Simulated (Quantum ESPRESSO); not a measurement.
# TiO2 (C2/m) in Quantum ESPRESSO: band structure with PBE

Aim: the band structure of TiO2 with PBE.

Program: Quantum ESPRESSO 7.5. These are calculated values, not measurements. Logs are shortened: lines on timing, memory, paths and dates and some standing lists are left out, and cuts for length are marked.

### Step 1. The crystal as given

Symmetry: C2/m, No. 12, monoclinic system. The conventional cell has a = 12.307 Å, b = 3.767 Å, c = 6.616 Å, α = 90.00°, β = 106.95°, γ = 90.00°. Around Ti (site symmetry m) lie 4 O at 1.86 to 1.94 Å. Around Ti (site symmetry m) lie 5 O at 1.78 to 2.03 Å. Around O (site symmetry m) lie 3 Ti at 1.94 to 2.03 Å. Around O (site symmetry m) lie 3 Ti at 1.96 to 2.16 Å. O (site symmetry m) is surrounded by 2 Ti at 1.78 to 1.87 Å. O (site symmetry m) has 2 Ti at 1.86 to 1.93 Å as nearest neighbours.

The cell comes from a database or a generator and needn't be the stable form of this composition.

### Step 2. Band structure, PBE

pw.in reads:

```
&CONTROL
  calculation = 'scf'
  prefix = 'pwscf'
  outdir = './tmp'
  pseudo_dir = './pseudo'
  tprnfor = .true.
  tstress = .true.
  disk_io = 'low'
/
&SYSTEM
  ibrav = 0
  nat = 12
  ntyp = 2
  ecutwfc = 45
  ecutrho = 360
  nbnd = 62
  occupations = 'smearing'
  smearing = 'fd'
  degauss = 0.00367493
/
&ELECTRONS
  conv_thr = 2.4d-09
  electron_maxstep = 120
  mixing_beta = 0.5
/
ATOMIC_SPECIES
Ti    47.8670 ti_pbe_v1.4.uspp.F.UPF
O     15.9990 o_pbe_v1.2.uspp.F.UPF
CELL_PARAMETERS angstrom
   6.1535771931   -1.8834685000    0.0000000000
   6.1535771931    1.8834685000    0.0000000000
  -1.9283261078    0.0000000000    6.3289668713
ATOMIC_POSITIONS angstrom
Ti    10.5188656581    0.0000000000    1.8328814639
Ti     1.8562292785    0.0000000000    1.7959202973
Ti    -0.1400373797    0.0000000000    4.4960854074
Ti     8.5225989999    0.0000000000    4.5330465740
O      3.8885755991    0.0000000000    1.8568998931
O      1.9845608631    0.0000000000    4.1296508835
O      8.7533771313    0.0000000000    6.2991637663
O      8.3942674153    0.0000000000    2.1993159878
O     10.3741152171    0.0000000000    3.9873820372
O      1.6254511471    0.0000000000    0.0298031050
O      6.4902526793    0.0000000000    4.4720669782
O      0.0047130613    0.0000000000    2.3415848341
K_POINTS automatic
8 8 4 0 0 0
```

pp_density.in reads:

```
&INPUTPP
  prefix = 'pwscf'
  outdir = './tmp'
  filplot = 'density.dat'
  plot_num = 0
/
&PLOT
  nfile = 1
  filepp(1) = 'density.dat'
  iflag = 3
  output_format = 6
  fileout = 'density.cube'
/
```

pp_potential.in reads:

```
&INPUTPP
  prefix = 'pwscf'
  outdir = './tmp'
  filplot = 'potential.dat'
  plot_num = 11
/
&PLOT
  nfile = 1
  filepp(1) = 'potential.dat'
  iflag = 3
  output_format = 6
  fileout = 'potential.cube'
/
```

bands.in reads:

```
&CONTROL
  calculation = 'bands'
  prefix = 'pwscf'
  outdir = './tmp'
  pseudo_dir = './pseudo'
  disk_io = 'low'
  verbosity = 'high'
/
&SYSTEM
  ibrav = 0
  nat = 12
  ntyp = 2
  ecutwfc = 45
  ecutrho = 360
  nbnd = 62
  occupations = 'smearing'
  smearing = 'fd'
  degauss = 0.00367493
/
&ELECTRONS
  conv_thr = 1d-08
  electron_maxstep = 120
  mixing_beta = 0.5
  diago_full_acc = .true.
/
ATOMIC_SPECIES
Ti    47.8670 ti_pbe_v1.4.uspp.F.UPF
O     15.9990 o_pbe_v1.2.uspp.F.UPF
CELL_PARAMETERS angstrom
   6.1535771931   -1.8834685000    0.0000000000
   6.1535771931    1.8834685000    0.0000000000
  -1.9283261078    0.0000000000    6.3289668713
ATOMIC_POSITIONS angstrom
Ti    10.5188656581    0.0000000000    1.8328814639
Ti     1.8562292785    0.0000000000    1.7959202973
Ti    -0.1400373797    0.0000000000    4.4960854074
Ti     8.5225989999    0.0000000000    4.5330465740
O      3.8885755991    0.0000000000    1.8568998931
O      1.9845608631    0.0000000000    4.1296508835
O      8.7533771313    0.0000000000    6.2991637663
O      8.3942674153    0.0000000000    2.1993159878
O     10.3741152171    0.0000000000    3.9873820372
O      1.6254511471    0.0000000000    0.0298031050
O      6.4902526793    0.0000000000    4.4720669782
O      0.0047130613    0.0000000000    2.3415848341
K_POINTS crystal
60
 0.0000000000  0.0000000000  0.0000000000 1
 0.1000000000  0.1000000000  0.2000000000 1
 0.2000000000  0.2000000000  0.4000000000 1
 0.3000000000  0.3000000000  0.6000000000 1
 0.4000000000  0.4000000000  0.8000000000 1
 0.5000000000  0.5000000000  1.0000000000 1
 0.2948402789  0.2948402789  1.1581021288 1
 0.0896805578  0.0896805578  1.3162042575 1
-0.1154791633 -0.1154791633  1.4743063863 1
-0.3206388844 -0.3206388844  1.6324085150 1
-0.5257986055 -0.5257986055  1.7905106438 1
-0.7309583266 -0.7309583266  1.9486127725 1
-0.9361180477 -0.9361180477  2.1067149013 1
-0.7765493757 -0.7765493757  1.9281910233 1
-0.6169807037 -0.6169807037  1.7496671454 1
-0.4574120318 -0.4574120318  1.5711432675 1
-0.2978433598 -0.2978433598  1.3926193896 1
-0.1382746879 -0.1382746879  1.2140955117 1
 0.0212939841  0.0212939841  1.0355716338 1
 0.1808626561  0.1808626561  0.8570477558 1
 0.3404313280  0.3404313280  0.6785238779 1
 0.5000000000  0.5000000000  0.5000000000 1
 0.4298237591  0.5701762409  0.5000000000 1
 0.3596475183  0.6403524817  0.5000000000 1
 0.2894712774  0.7105287226  0.5000000000 1
-0.2894712774  0.2894712774 -0.5000000000 1
-0.2171034580  0.2171034580 -0.5000000000 1
-0.1447356387  0.1447356387 -0.5000000000 1
-0.0723678193  0.0723678193 -0.5000000000 1
 0.0000000000  0.0000000000 -0.5000000000 1
 0.1936118048  0.1936118048 -0.5606714901 1
 0.3872236095  0.3872236095 -0.6213429803 1
 0.5808354143  0.5808354143 -0.6820144704 1
 0.7744472191  0.7744472191 -0.7426859605 1
 0.9680590238  0.9680590238 -0.8033574506 1
 1.1616708286  1.1616708286 -0.8640289408 1
 1.3552826334  1.3552826334 -0.9247004309 1
 1.5488944381  1.5488944381 -0.9853719210 1
 1.7425062429  1.7425062429 -1.0460434111 1
 1.9361180477  1.9361180477 -1.1067149013 1
 0.5000000000  0.5000000000  1.0000000000 1
 0.3919103315  0.6080896685  1.0000000000 1
-0.3919103315  0.3919103315  0.0000000000 1
-0.3265919429  0.3265919429  0.0000000000 1
-0.2612735543  0.2612735543  0.0000000000 1
-0.1959551658  0.1959551658  0.0000000000 1
-0.1306367772  0.1306367772  0.0000000000 1
-0.0653183886  0.0653183886  0.0000000000 1
 0.0000000000  0.0000000000  0.0000000000 1
 0.0000000000  0.0833333333  0.0833333333 1
 0.0000000000  0.1666666667  0.1666666667 1
 0.0000000000  0.2500000000  0.2500000000 1
 0.0000000000  0.3333333333  0.3333333333 1
 0.0000000000  0.4166666667  0.4166666667 1
 0.0000000000  0.5000000000  0.5000000000 1
 0.0000000000  0.5000000000  0.0000000000 1
 0.0000000000  0.3750000000  0.0000000000 1
 0.0000000000  0.2500000000  0.0000000000 1
 0.0000000000  0.1250000000  0.0000000000 1
 0.0000000000  0.0000000000  0.0000000000 1
```

Potentials or basis: GBRV 1.5 PBE.

Started as:

```console
$ OMP_NUM_THREADS=1 mpirun -n 2 pw.x -nk 2 -in pw.in > pw.out
$ OMP_NUM_THREADS=1 mpirun -n 1 pp.x -in pp_density.in > pp_density.out
$ OMP_NUM_THREADS=1 mpirun -n 1 pp.x -in pp_potential.in > pp_potential.out
$ OMP_NUM_THREADS=1 mpirun -n 2 pw.x -nk 2 -in bands.in > bands.out
```

pw.out:

```text
This program is part of the open-source Quantum ESPRESSO suite
     for quantum simulation of materials; please cite
[... 6 lines left out ...]
     using ibrav=0 with symmetry is DISCOURAGED, use correct ibrav instead

     K-points division:     npool     =       2
     Subspace diagonalization in iterative solution of the eigenvalue problem:
     a serial algorithm will be used

     G-vector sticks info
     --------------------
     sticks:   dense  smooth     PW     G-vecs:    dense   smooth      PW
     Sum        2367    1183    371               114207    40373    7157

     Using Slab Decomposition

     bravais-lattice index     =            0
     lattice parameter (alat)  =      12.1611  a.u.
     unit-cell volume          =     990.0233 (a.u.)^3
     number of atoms/cell      =           12
     number of atomic types    =            2
     number of electrons       =        96.00
     number of Kohn-Sham states=           62
     kinetic-energy cutoff     =      45.0000  Ry
     charge density cutoff     =     360.0000  Ry
     scf convergence threshold =      2.4E-09
     mixing beta               =       0.5000
     number of iterations used =            8  plain     mixing
     Exchange-correlation= SLA  PW   PBE  PBE
                           (   1   4   3   4   0   0   0)

     celldm(1)=  12.161084  celldm(2)=   0.000000  celldm(3)=   0.000000
     celldm(4)=   0.000000  celldm(5)=   0.000000  celldm(6)=   0.000000

     crystal axes: (cart. coord. in units of alat)
               a(1) = (   0.956212  -0.292675   0.000000 )
               a(2) = (   0.956212   0.292675   0.000000 )
               a(3) = (  -0.299645   0.000000   0.983466 )

     reciprocal axes: (cart. coord. in units 2 pi/alat)
               b(1) = (  0.522897 -1.708382  0.159317 )
               b(2) = (  0.522897  1.708382  0.159317 )
               b(3) = ( -0.000000  0.000000  1.016812 )

     PseudoPot. # 1 for Ti read from file:
     ti_pbe_v1.4.uspp.F.UPF
     Pseudo is Ultrasoft + core correction, Zval = 12.0
     Generated by new atomic code, or converted to UPF format
     Using radial grid of  851 points,  6 beta functions with:
                l(1) =   0
                l(2) =   0
                l(3) =   1
                l(4) =   1
                l(5) =   2
                l(6) =   2
     Q(r) pseudized with  6 coefficients,  rinner =    1.000   1.000   1.000
                                                       1.000   1.000

     PseudoPot. # 2 for O  read from file:
     o_pbe_v1.2.uspp.F.UPF
     Pseudo is Ultrasoft + core correction, Zval =  6.0
     Generated by new atomic code, or converted to UPF format
     Using radial grid of  737 points,  5 beta functions with:
                l(1) =   0
                l(2) =   0
                l(3) =   1
                l(4) =   1
                l(5) =   2
     Q(r) pseudized with  8 coefficients,  rinner =    0.900   0.900   0.900
[... 22 lines left out ...]
        12        O      tau(  12) = (   0.0007324   0.0000000   0.3638618  )

     number of k points=    78  Fermi-Dirac smearing, width (Ry)=  0.0037
                       cart. coord. in units 2pi/alat
        k(    1) = (   0.0000000   0.0000000   0.0000000), wk =   0.0078125
        k(    2) = (   0.0000000   0.0000000   0.2542030), wk =   0.0156250
        k(    3) = (   0.0000000   0.0000000  -0.5084059), wk =   0.0078125
        k(    4) = (   0.0653621   0.2135478   0.0199147), wk =   0.0312500
        k(    5) = (   0.0653621   0.2135478   0.2741176), wk =   0.0312500
        k(    6) = (   0.0653621   0.2135478  -0.4884912), wk =   0.0312500
[... 70 lines left out ...]
        k(   77) = (  -0.5228965   0.0000000   0.0948855), wk =   0.0156250
        k(   78) = (  -0.5228965   0.0000000  -0.6677234), wk =   0.0078125

     Dense  grid:   114207 G-vectors     FFT dimensions: (  75,  75,  75)

     Smooth grid:    40373 G-vectors     FFT dimensions: (  54,  54,  54)

     Check: negative core charge=   -0.000011

     Initial potential from superposition of free atoms

     starting charge      91.9998, renormalised to      96.0000

     negative rho (up, down):  5.118E-03 0.000E+00
     Starting wfcs are   72 randomized atomic wfcs

     Self-consistent Calculation

     iteration #  1     ecut=    45.00 Ry     beta= 0.50
     Davidson diagonalization with overlap
     ethr =  1.00E-02,  avg # of iterations =  2.0

     negative rho (up, down):  7.290E-03 0.000E+00
[... 112 lines left out ...]
     iteration # 14     ecut=    45.00 Ry     beta= 0.50
     Davidson diagonalization with overlap
     ethr =  4.83E-12,  avg # of iterations =  4.1

     negative rho (up, down):  4.717E-03 0.000E+00

     End of self-consistent calculation

          k = 0.0000 0.0000 0.0000 (  5057 PWs)   bands (ev):

   -49.9870 -49.9755 -49.8891 -49.8826 -26.3998 -26.3522 -26.3242 -26.2459
   -26.1969 -26.1960 -26.1930 -26.1612 -26.1119 -26.1114 -26.0999 -26.0954
   -11.1978 -10.4971 -10.1098  -9.9467  -9.9108  -9.8158  -9.5765  -9.4893
     2.0340   2.0972   2.3124   2.3991   2.7285   2.9200   2.9769   3.1182
     3.3172   3.6913   4.1800   4.2485   4.3777   4.8172   4.8432   4.8726
     4.9292   4.9668   5.2698   5.2751   5.4033   5.4144   5.8019   5.9798
     8.9014   9.2421   9.4765   9.4837   9.5205   9.9861  10.4875  10.6362
    10.7730  10.8531  10.9985  11.2183  11.2314  11.7389
[... 806 lines left out ...]
   -49.9843 -49.9745 -49.8882 -49.8832 -26.3704 -26.3139 -26.2857 -26.2638
   -26.2527 -26.2461 -26.2075 -26.2057 -26.1362 -26.1323 -26.1171 -26.1073
   -10.5750 -10.3772 -10.0285  -9.9255  -9.8485  -9.7279  -9.5432  -9.5132
     1.7866   2.0500   2.3333   2.3375   2.5912   2.6721   2.8062   3.2259
     3.4531   3.5625   3.6614   3.7987   3.8258   4.2426   4.3133   4.4971
     4.7395   4.8391   5.3011   5.3946   5.6849   5.7923   5.9334   6.1254
     9.2686   9.4098   9.4533   9.6351   9.6869   9.8718  10.1488  10.1920
    10.5624  10.5664  10.6837  10.8600  11.3110  11.4648

          k =-0.5229 0.0000-0.1593 (  5080 PWs)   bands (ev):

   -49.9855 -49.9765 -49.8894 -49.8830 -26.3699 -26.3311 -26.2840 -26.2677
   -26.2056 -26.1896 -26.1814 -26.1754 -26.1445 -26.1380 -26.1111 -26.0933
   -10.9800 -10.5836 -10.1617 -10.0178  -9.9592  -9.8108  -9.5357  -9.5182
     2.2154   2.3541   2.3565   2.4750   2.4932   2.7755   2.8439   3.0122
     3.3071   4.0307   4.1418   4.3949   4.5041   4.5146   4.5581   4.7303
     5.0136   5.1546   5.1917   5.2511   5.2840   5.5320   5.7673   6.0388
     9.0402   9.0872   9.5874   9.6585   9.6703   9.7379  10.3847  10.5884
    10.8593  10.8786  11.0491  11.2728  11.3353  11.4272

          k =-0.5229 0.0000 0.0949 (  5053 PWs)   bands (ev):

   -49.9856 -49.9763 -49.8896 -49.8829 -26.3722 -26.3149 -26.2786 -26.2557
   -26.2198 -26.2044 -26.1905 -26.1727 -26.1439 -26.1347 -26.1124 -26.0923
   -10.9471 -10.5896 -10.1442 -10.0361  -9.9647  -9.8136  -9.5717  -9.5061
     2.1873   2.3049   2.3476   2.4597   2.5413   2.7988   2.8398   2.9818
     3.6372   3.9341   4.1210   4.2717   4.3587   4.4932   4.7808   4.8386
     4.9841   5.0376   5.1211   5.2106   5.2537   5.6689   5.7348   6.0789
     9.0939   9.1501   9.5425   9.5535   9.6421   9.7306  10.4939  10.5117
    10.7877  10.7984  11.1826  11.2208  11.3019  11.3832

          k =-0.5229 0.0000-0.6677 (  5062 PWs)   bands (ev):

   -49.9857 -49.9761 -49.8898 -49.8828 -26.3678 -26.3061 -26.2759 -26.2506
   -26.2204 -26.2031 -26.1948 -26.1917 -26.1469 -26.1305 -26.1135 -26.0913
   -10.9050 -10.6092 -10.1098 -10.0664  -9.9724  -9.8188  -9.5564  -9.5413
     2.1808   2.1992   2.3389   2.4678   2.5590   2.7859   2.8357   3.4277
     3.5386   3.7269   4.1958   4.2599   4.3676   4.4664   4.6992   4.9559
     4.9725   4.9764   5.0550   5.0744   5.3124   5.7471   5.9397   5.9554
     9.1561   9.2620   9.4045   9.5632   9.5781   9.6898  10.4278  10.6031
    10.7114  10.7226  11.1301  11.2382  11.3472  11.3657

     the Fermi energy is     7.7988 ev

!    total energy              =    -736.93516664 Ry
     estimated scf accuracy    <          1.5E-09 Ry
     smearing contrib. (-TS)   =      -0.00000000 Ry
     internal energy E=F+TS    =    -736.93516664 Ry

     The total energy is F=E-TS. E is the sum of the following terms:
     one-electron contribution =    -382.92334893 Ry
     hartree contribution      =     230.66218779 Ry
     xc contribution           =    -130.42277607 Ry
     ewald contribution        =    -454.25122942 Ry

     convergence has been achieved in  14 iterations

     negative rho (up, down):  4.717E-03 0.000E+00

     Forces acting on atoms (cartesian axes, Ry/au):

     atom    1 type  1   force =     0.00059085   -0.00000000   -0.00225887
     atom    2 type  1   force =    -0.00184132    0.00000000   -0.00569690
     atom    3 type  1   force =    -0.00059085    0.00000000    0.00225887
     atom    4 type  1   force =     0.00184132   -0.00000000    0.00569690
     atom    5 type  2   force =    -0.00096769   -0.00000000   -0.00039745
     atom    6 type  2   force =     0.00004164   -0.00000000    0.00155710
     atom    7 type  2   force =    -0.00180554    0.00000000   -0.00150283
     atom    8 type  2   force =    -0.00004164    0.00000000   -0.00155710
     atom    9 type  2   force =     0.00088911    0.00000000    0.00108771
     atom   10 type  2   force =     0.00180554   -0.00000000    0.00150283
     atom   11 type  2   force =     0.00096769    0.00000000    0.00039745
     atom   12 type  2   force =    -0.00088911    0.00000000   -0.00108771

     Total force =     0.010228     Total SCF correction =     0.000078

     Computing stress (Cartesian axis) and pressure

     negative rho (up, down):  4.717E-03 0.000E+00
          total   stress  (Ry/bohr**3)                   (kbar)     P=       -9.14
  -0.00006134   0.00000000  -0.00000306           -9.02        0.00       -0.45
  -0.00000000  -0.00005652   0.00000000           -0.00       -8.31        0.00
  -0.00000306   0.00000000  -0.00006862           -0.45        0.00      -10.09

=------------------------------------------------------------------------------=
   JOB DONE.
=------------------------------------------------------------------------------=
```

Wall time 13 min (2 MPI ranks of Arm Neoverse V2, shared host); peak memory 0.94 GiB.

Results:

```
Free energy             : -10026.5137 eV
Pressure                : -0.9 GPa
Largest force           : 0.154 eV/Å
Band gap on the k mesh  : 2.75 eV, indirect (least direct gap 2.92 eV)
Band gap along the path : 2.74 eV, indirect (least direct gap 2.90 eV)
```

Forces in eV/Å, atoms in the order of the input:
```
Ti   0.015  0.000 -0.058
Ti  -0.047  0.000 -0.146
Ti  -0.015  0.000  0.058
Ti   0.047  0.000  0.146
O   -0.025  0.000 -0.010
O    0.001  0.000  0.040
O   -0.046  0.000 -0.039
O   -0.001  0.000 -0.040
O    0.023  0.000  0.028
O    0.046  0.000  0.039
O    0.025  0.000  0.010
O   -0.023  0.000 -0.028
```

Stress tensor (GPa, compression positive):
```
-0.90  0.00 -0.05
 0.00 -0.83  0.00
-0.05  0.00 -1.01
```

Levels at the corners of the path, in eV from the valence-band top:
```csv
point,band 44,band 45,band 46,band 47,band 48,band 49,band 50,band 51,band 52,band 53
Γ,-0.89,-0.76,-0.75,-0.36,-0.18,2.74,3.08,3.31,3.32,3.36
Y,-0.91,-0.88,-0.63,-0.40,-0.13,2.88,2.92,3.42,3.49,3.51
F,-0.88,-0.76,-0.75,-0.39,-0.24,2.75,3.09,3.29,3.35,3.39
L,-1.09,-0.85,-0.42,-0.22,-0.21,2.99,3.10,3.24,3.40,3.41
I,-0.90,-0.62,-0.41,-0.16,0.00,3.09,3.19,3.39,3.72,3.78
I1,-0.90,-0.62,-0.41,-0.16,0.00,3.09,3.19,3.39,3.72,3.78
Z,-0.75,-0.70,-0.66,-0.59,-0.44,2.85,3.11,3.27,3.38,3.39
F1,-0.88,-0.76,-0.75,-0.39,-0.24,2.75,3.09,3.29,3.35,3.39
Y,-0.91,-0.88,-0.63,-0.40,-0.13,2.88,2.92,3.42,3.49,3.51
X1,-0.73,-0.48,-0.42,-0.32,-0.25,3.07,3.32,3.35,3.38,3.47
X,-0.73,-0.48,-0.42,-0.32,-0.25,3.07,3.32,3.35,3.38,3.47
Γ,-0.89,-0.76,-0.75,-0.36,-0.18,2.74,3.08,3.31,3.32,3.36
N,-0.80,-0.68,-0.52,-0.10,-0.02,3.15,3.20,3.44,3.65,3.79
M,-1.02,-0.87,-0.48,-0.22,-0.13,3.11,3.16,3.58,3.64,3.90
Γ,-0.89,-0.76,-0.75,-0.36,-0.18,2.74,3.08,3.31,3.32,3.36
```
